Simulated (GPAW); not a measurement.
Crystal: Ru.

```
Ru
1.0
     2.70580    0.00000    0.00000
    -1.35290    2.34329    0.00000
     0.00000    0.00000    4.28190
Ru
2
Cartesian
  1.3529 0.7811 3.2114
  0.0000 1.5622 1.0705
```

- Program: GPAW 26.7.0
- Task: relaxation of cell and atoms
- Functional: PBEsol
- Potentials or basis: PAW data sets generated in the run's folder for this functional
- Cutoff: 600 eV
- Basis: pw
- k mesh: 11 × 11 × 6
- Occupations: fermi-dirac, width 0.05 eV
- Spin: no spin polarisation

At the start: pressure -7.0 GPa; volume 13.57 Å³/atom.

Question: Where does the relaxation end?

Answer: Over 3 steps the energy falls by 5.9 meV/atom and the volume is 13.29 Å³/atom (-2.1 %); space group P6_3/mmc (No. 194, to 0.05 Å).

The path:
```
step  energy change (eV)  largest force (eV/Å)  pressure (GPa)  volume (Å³)
   1              0.0000                0.0000           -6.95        27.15
   2             -0.0100                0.0000           -2.91        26.81
   3             -0.0117                0.0000            0.09        26.57
```

Final structure:
```
CELL_PARAMETERS angstrom
2.68676 0.00000 0.00000
-1.34338 2.32680 0.00000
0.00000 0.00000 4.25026
ATOMIC_POSITIONS crystal
Ru 0.66667 0.33333 0.75000
Ru 0.33333 0.66667 0.25000
```

Caveat: later steps reuse the first step's grids.
